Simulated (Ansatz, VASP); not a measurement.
# Two plane-wave programs on Ni

```xyz
1
Lattice="0.0000 1.7652 1.7652 1.7652 0.0000 1.7652 1.7652 1.7652 0.0000" Properties=species:S:1:pos:R:3 pbc="T T T"
Ni    0.0000    0.0000    0.0000
```

Alike in both runs: functional PBE; k mesh 20 × 20 × 20; occupations gaussian, width 0.1 eV; collinear spin.

Ansatz relaxed the structure, and its values are those at the end. VASP's run is a single point on that final structure, the one shown.

|  | VASP | Ansatz |
| --- | --- | --- |
| version | VASP 6.6.1 | Ansatz 0.2.0 |
| potentials or method | VASP PAW PBE potentials, release 64 (Ni) | scalar-relativistic, plane waves, PAW |
| plane-wave cutoff (eV) | 520 | 420 |
| valence electrons in the cell | 10 | 18 |

VASP gave:

| Quantity | Value |
| --- | --- |
| gap on the k mesh at the Fermi level (eV) | none |
| pressure (GPa) | -2.0 |
| net moment per atom (μB) | 0.63 |
| size of the moment on the site where the two differ most (μB) | 0.64 |

Problem. What did Ansatz give for the same quantities?

Solution. gap on the k mesh at the Fermi level (eV): none; pressure (GPa): -2.0; net moment per atom (μB): 0.64; size of the moment on the site where the two differ most (μB): 0.68.

Site moments also hang on the region over which each program counts them. A gap of «none» marks a metal or a gap that the smearing closes. The functional is the same, so the differences come from potentials, cutoffs and numerics. The two sets of potentials don't hold the same shells in valence.
